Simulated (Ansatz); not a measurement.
## Nudged elastic band run: HW$_{12}$C$_{12}$

The input (input.yaml):

```yaml
crystal:
  lattice:
    - [5.76414, 0.0, 0.0]
    - [-2.88207, 4.991892, 0.0]
    - [0.0, 0.0, 19.059675]
  atoms:
    - { symbol: W, position: [0.0, 0.0, 0.0524668] }
    - { symbol: C, position: [0.3333333, 0.1666667, 0.1265465] }
    - { symbol: W, position: [-2.436e-05, -4.066e-05, 0.20221597] }
    - { symbol: C, position: [0.33348469, 0.1664983, 0.2744459] }
    - { symbol: W, position: [0.00033773, 0.00065834, 0.35473109] }
    - { symbol: C, position: [0.3317275, 0.16800692, 0.41363154] }
    - { symbol: W, position: [0.0, 0.5, 0.0524668] }
    - { symbol: C, position: [0.3333333, 0.6666667, 0.1265465] }
    - { symbol: W, position: [-1.227e-05, 0.50000499, 0.20222094] }
    - { symbol: C, position: [0.33348717, 0.66692247, 0.27444887] }
    - { symbol: W, position: [0.00033011, 0.49938928, 0.35473387] }
    - { symbol: C, position: [0.33176465, 0.66359809, 0.41364736] }
    - { symbol: W, position: [0.5, 0.0, 0.0524668] }
    - { symbol: C, position: [0.8333333, 0.1666667, 0.1265465] }
    - { symbol: W, position: [0.49999136, 4.11e-06, 0.20198501] }
    - { symbol: C, position: [0.83305575, 0.16648153, 0.2744347] }
    - { symbol: W, position: [0.499907, -0.00016822, 0.3548967] }
    - { symbol: C, position: [0.83620027, 0.16792413, 0.413641] }
    - { symbol: W, position: [0.5, 0.5, 0.0524668] }
    - { symbol: C, position: [0.8333333, 0.6666667, 0.1265465] }
    - { symbol: W, position: [0.5000358, 0.50002039, 0.20222285] }
    - { symbol: C, position: [0.83331549, 0.66662662, 0.27539993] }
    - { symbol: W, position: [0.49912462, 0.49943714, 0.35474986] }
    - { symbol: C, position: [0.83321158, 0.66640573, 0.41984967] }
    - { symbol: H, position: [-0.16666749, -0.33329945, 0.47710499] }
basis:
  ecutwfc: 420.0
kpoints:
  mp_grid: { grid: [3, 3, 1] }
hamiltonian:
  xc: pbe
  pseudopotentials: { kind: paw, azcp: { folder: soft_1 } }
scf:
  occupations: { method: fermi_dirac, width: 0.15 }
  lower_state_search: "off"
neb:
  images: 5
  f_tol: 0.03
  initial_path: linear
  max_iterations: 45
  optimiser: fire
  constraints: [{ sites: [0, 1, 6, 7, 12, 13, 18, 19] }]
  final_atoms:
    - { symbol: W, position: [0.0, 0.0, 0.0524668] }
    - { symbol: C, position: [0.3333333, 0.1666667, 0.1265465] }
    - { symbol: W, position: [-1.229e-05, 4.96e-06, 0.20222094] }
    - { symbol: C, position: [0.33348715, 0.16692244, 0.27444887] }
    - { symbol: W, position: [0.00033009, -0.00061075, 0.35473387] }
    - { symbol: C, position: [0.33176463, 0.16359806, 0.41364736] }
    - { symbol: W, position: [0.0, 0.5, 0.0524668] }
    - { symbol: C, position: [0.3333333, 0.6666667, 0.1265465] }
    - { symbol: W, position: [-2.438e-05, 0.49995931, 0.20221597] }
    - { symbol: C, position: [0.33348467, 0.66649827, 0.2744459] }
    - { symbol: W, position: [0.00033771, 0.50065831, 0.35473109] }
    - { symbol: C, position: [0.33172748, 0.66800689, 0.41363154] }
    - { symbol: W, position: [0.5, 0.0, 0.0524668] }
    - { symbol: C, position: [0.8333333, 0.1666667, 0.1265465] }
    - { symbol: W, position: [0.50003578, 2.036e-05, 0.20222285] }
    - { symbol: C, position: [0.83331547, 0.16662659, 0.27539993] }
    - { symbol: W, position: [0.4991246, -0.00056289, 0.35474986] }
    - { symbol: C, position: [0.83321156, 0.1664057, 0.41984967] }
    - { symbol: W, position: [0.5, 0.5, 0.0524668] }
    - { symbol: C, position: [0.8333333, 0.6666667, 0.1265465] }
    - { symbol: W, position: [0.49999134, 0.50000408, 0.20198501] }
    - { symbol: C, position: [0.83305573, 0.6664815, 0.2744347] }
    - { symbol: W, position: [0.49990698, 0.49983175, 0.3548967] }
    - { symbol: C, position: [0.83620025, 0.6679241, 0.413641] }
    - { symbol: H, position: [-0.16666751, 0.16670052, 0.47710499] }
  order_check: true
```

Launched with:

```bash
$ ansatz run input.yaml --threads 4 --pin off --max-ram 10240MiB --backend cpu --events-out ev --progress --plain --runs-dir out
```

Output, in part (warnings, iteration lines):

```
NEB end point (image 0): max|allowed force component| = 1.010e-2 eV/Å (the criterion of neb.relax_end_points is 1.000e-2)
NEB end point (image 6): max|allowed force component| = 1.010e-2 eV/Å (the criterion of neb.relax_end_points is 1.000e-2)
NEB iter   1: max|band force component| = 2.798e0 eV/Å  barrier→ = 2.6824 eV  barrier← = 2.6824 eV  Δτ_max = 0.0548 Å  (86 SCF iters)
NEB iter   2: max|band force component| = 2.512e0 eV/Å  barrier→ = 2.5669 eV  barrier← = 2.5669 eV  Δτ_max = 0.0947 Å  (42 SCF iters)
NEB iter   3: max|band force component| = 2.706e0 eV/Å  barrier→ = 2.3662 eV  barrier← = 2.3662 eV  Δτ_max = 0.0400 Å  (42 SCF iters)
NEB iter   4: max|band force component| = 2.131e0 eV/Å  barrier→ = 2.2818 eV  barrier← = 2.2818 eV  Δτ_max = 0.0309 Å  (37 SCF iters)
NEB iter   5: max|band force component| = 2.080e0 eV/Å  barrier→ = 2.2041 eV  barrier← = 2.2041 eV  Δτ_max = 0.0614 Å  (33 SCF iters)
NEB iter   6: max|band force component| = 1.933e0 eV/Å  barrier→ = 2.0614 eV  barrier← = 2.0614 eV  Δτ_max = 0.0903 Å  (35 SCF iters)
NEB iter   7: max|band force component| = 1.611e0 eV/Å  barrier→ = 1.8846 eV  barrier← = 1.8846 eV  Δτ_max = 0.1144 Å  (38 SCF iters)
NEB iter   8: max|band force component| = 1.021e0 eV/Å  barrier→ = 1.7273 eV  barrier← = 1.7273 eV  Δτ_max = 0.0149 Å  (36 SCF iters)
NEB iter   9: max|band force component| = 9.598e-1 eV/Å  barrier→ = 1.7076 eV  barrier← = 1.7076 eV  Δτ_max = 0.0295 Å  (32 SCF iters)
NEB iter  10: max|band force component| = 8.260e-1 eV/Å  barrier→ = 1.6738 eV  barrier← = 1.6738 eV  Δτ_max = 0.0413 Å  (33 SCF iters)
NEB iter  11: max|band force component| = 8.607e-1 eV/Å  barrier→ = 1.6375 eV  barrier← = 1.6375 eV  Δτ_max = 0.0487 Å  (33 SCF iters)
NEB iter  12: max|band force component| = 5.746e-1 eV/Å  barrier→ = 1.6116 eV  barrier← = 1.6116 eV  Δτ_max = 0.0503 Å  (34 SCF iters)
NEB iter  13: max|band force component| = 3.875e-1 eV/Å  barrier→ = 1.6032 eV  barrier← = 1.6032 eV  CI = image 3  Δτ_max = 0.0072 Å  (34 SCF iters)
NEB iter  14: max|band force component| = 2.611e-1 eV/Å  barrier→ = 1.6004 eV  barrier← = 1.6004 eV  CI = image 3  Δτ_max = 0.0088 Å  (30 SCF iters)
NEB iter  15: max|band force component| = 3.949e-1 eV/Å  barrier→ = 1.5969 eV  barrier← = 1.5969 eV  CI = image 3  Δτ_max = 0.0139 Å  (30 SCF iters)
NEB iter  16: max|band force component| = 2.903e-1 eV/Å  barrier→ = 1.5944 eV  barrier← = 1.5944 eV  CI = image 3  Δτ_max = 0.0178 Å  (33 SCF iters)
NEB iter  17: max|band force component| = 1.432e-1 eV/Å  barrier→ = 1.5929 eV  barrier← = 1.5929 eV  CI = image 3  Δτ_max = 0.0165 Å  (31 SCF iters)
NEB iter  18: max|band force component| = 2.644e-1 eV/Å  barrier→ = 1.5915 eV  barrier← = 1.5915 eV  CI = image 3  Δτ_max = 0.0012 Å  (29 SCF iters)
NEB iter  19: max|band force component| = 2.147e-1 eV/Å  barrier→ = 1.5912 eV  barrier← = 1.5912 eV  CI = image 3  Δτ_max = 0.0022 Å  (22 SCF iters)
NEB iter  20: max|band force component| = 1.265e-1 eV/Å  barrier→ = 1.5908 eV  barrier← = 1.5908 eV  CI = image 3  Δτ_max = 0.0027 Å  (25 SCF iters)
NEB iter  21: max|band force component| = 9.105e-2 eV/Å  barrier→ = 1.5902 eV  barrier← = 1.5902 eV  CI = image 3  Δτ_max = 0.0026 Å  (27 SCF iters)
NEB iter  22: max|band force component| = 8.530e-2 eV/Å  barrier→ = 1.5897 eV  barrier← = 1.5897 eV  CI = image 3  Δτ_max = 0.0004 Å  (28 SCF iters)
NEB iter  23: max|band force component| = 7.711e-2 eV/Å  barrier→ = 1.5896 eV  barrier← = 1.5896 eV  CI = image 3  Δτ_max = 0.0007 Å  (20 SCF iters)
NEB iter  24: max|band force component| = 7.301e-2 eV/Å  barrier→ = 1.5894 eV  barrier← = 1.5894 eV  CI = image 3  Δτ_max = 0.0010 Å  (20 SCF iters)
NEB iter  25: max|band force component| = 6.702e-2 eV/Å  barrier→ = 1.5892 eV  barrier← = 1.5892 eV  CI = image 3  Δτ_max = 0.0012 Å  (23 SCF iters)
NEB iter  26: max|band force component| = 7.012e-2 eV/Å  barrier→ = 1.5889 eV  barrier← = 1.5889 eV  CI = image 3  Δτ_max = 0.0014 Å  (25 SCF iters)
NEB iter  27: max|band force component| = 8.998e-2 eV/Å  barrier→ = 1.5887 eV  barrier← = 1.5887 eV  CI = image 3  Δτ_max = 0.0016 Å  (25 SCF iters)
NEB iter  28: max|band force component| = 8.719e-2 eV/Å  barrier→ = 1.5884 eV  barrier← = 1.5884 eV  CI = image 3  Δτ_max = 0.0019 Å  (25 SCF iters)
NEB iter  29: max|band force component| = 5.956e-2 eV/Å  barrier→ = 1.5881 eV  barrier← = 1.5881 eV  CI = image 3  Δτ_max = 0.0022 Å  (25 SCF iters)
NEB iter  30: max|band force component| = 5.900e-2 eV/Å  barrier→ = 1.5879 eV  barrier← = 1.5879 eV  CI = image 3  Δτ_max = 0.0025 Å  (28 SCF iters)
NEB iter  31: max|band force component| = 9.156e-2 eV/Å  barrier→ = 1.5876 eV  barrier← = 1.5876 eV  CI = image 3  Δτ_max = 0.0034 Å  (28 SCF iters)
NEB iter  32: max|band force component| = 8.817e-2 eV/Å  barrier→ = 1.5873 eV  barrier← = 1.5873 eV  CI = image 3  Δτ_max = 0.0046 Å  (28 SCF iters)
NEB iter  33: max|band force component| = 4.295e-2 eV/Å  barrier→ = 1.5870 eV  barrier← = 1.5870 eV  CI = image 3  Δτ_max = 0.0055 Å  (26 SCF iters)
NEB iter  34: max|band force component| = 5.984e-2 eV/Å  barrier→ = 1.5867 eV  barrier← = 1.5867 eV  CI = image 3  Δτ_max = 0.0052 Å  (28 SCF iters)
NEB iter  35: max|band force component| = 4.350e-2 eV/Å  barrier→ = 1.5865 eV  barrier← = 1.5865 eV  CI = image 3  Δτ_max = 0.0050 Å  (28 SCF iters)
NEB iter  36: max|band force component| = 4.395e-2 eV/Å  barrier→ = 1.5865 eV  barrier← = 1.5865 eV  CI = image 3  Δτ_max = 0.0003 Å  (30 SCF iters)
NEB iter  37: max|band force component| = 3.421e-2 eV/Å  barrier→ = 1.5865 eV  barrier← = 1.5865 eV  CI = image 3  Δτ_max = 0.0004 Å  (15 SCF iters)
NEB iter  38: max|band force component| = 1.949e-2 eV/Å  barrier→ = 1.5865 eV  barrier← = 1.5865 eV  CI = image 3  CI's point: of a kind that is not told: the force calls were inconclusive, a negative curvature could not be distinguished from the path's own, the only one lies far off the path, or fixed occupations may fill a level only in part  Δτ_max = 0.0000 Å  (315 SCF iters)
```

The forces met the threshold. By the program's own check the climbing image is of a kind that is not told: the force calls were inconclusive, a negative curvature could not be distinguished from the path's own, the only one lies far off the path, or fixed occupations may fill a level only in part (lowest curvatures found: -10.88 and 0.90 eV/Å²). Limits of this set-up: coarse k mesh, thin slab, slab without dipole correction, odd electron count without spin.

Final band (atoms are numbered from 1 in the order of the input):

```csv
image,path coordinate (Å),energy (eV),C24–H25 (Å),C18–H25 (Å)
0,0.00,0.00,1.09,3.12
1,0.55,0.20,1.09,2.67
2,1.10,0.81,1.13,2.13
3,1.65,1.59,1.50,1.50
4,2.20,0.81,2.13,1.13
5,2.75,0.20,2.67,1.09
6,3.30,0.00,3.12,1.09
```

Run time: 52 min on 4 threads of Arm Neoverse V2 (shared host), peak memory 3.3 GiB.
